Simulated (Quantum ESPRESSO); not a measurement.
Crystal: AgCl (Chlorargyrite).

```
Ag Cl
1.0
     0.00000    2.73500    2.73500
     2.73500    0.00000    2.73500
     2.73500    2.73500    0.00000
Ag Cl
1 1
Direct
  0.00000 0.00000 0.00000
  0.50000 0.50000 0.50000
```

| Quantity | Value |
| --- | --- |
| Program | Quantum ESPRESSO 7.5 |
| Task | Wannier functions |
| Functional | LDA |
| Potentials or basis | JTH 2.0 LDA |
| Cutoff | 490 eV |
| Density cutoff | 2939 eV |
| k mesh | 6 × 6 × 6 |
| Occupations | fermi-dirac, width 0.05 eV |
| Spin | no spin polarisation |
| Form of the LDA correlation | PW92 |
| Mixing beta | 0.5 |
| Most SCF iterations | 120 |
| SCF threshold | 4e-10 Ry |
| k mesh for the Wannier functions | 5 × 5 × 5 |

Start: SCDM on the occupied bands. The reference level is the Fermi level, or the middle of the gap.

**Question.** With SCDM on the occupied bands, how many functions result, how localised are they, and how well do they interpolate the bands?

**Answer.** 9 functions with spreads from 0.75 to 1.20 Å², 8.7 Å² in all; they miss the direct bands by 10 meV (root mean square).

Wannier functions:
```csv
function,nearest atom,distance (Å),spread (Å²),on-site energy from the reference level (eV)
1,2 Cl,0.45,1.20,-6.56
2,2 Cl,0.45,1.20,-6.55
3,2 Cl,0.45,1.20,-6.58
4,1 Ag,0.00,0.80,-2.66
5,1 Ag,0.00,0.80,-2.67
6,1 Ag,0.00,0.77,-2.72
7,1 Ag,0.00,0.77,-2.72
8,2 Cl,0.46,1.19,-6.68
9,1 Ag,0.00,0.75,-2.75
```

Parts of the spread (Å²): invariant 7.66, diagonal 0.000, off-diagonal 1.03, total 8.69. Against the direct bands the interpolation misses by 10 meV (root mean square) and 47 meV at most, for states up to 1 eV over the reference level.

Caveat: the Wannier minimisation didn't converge.
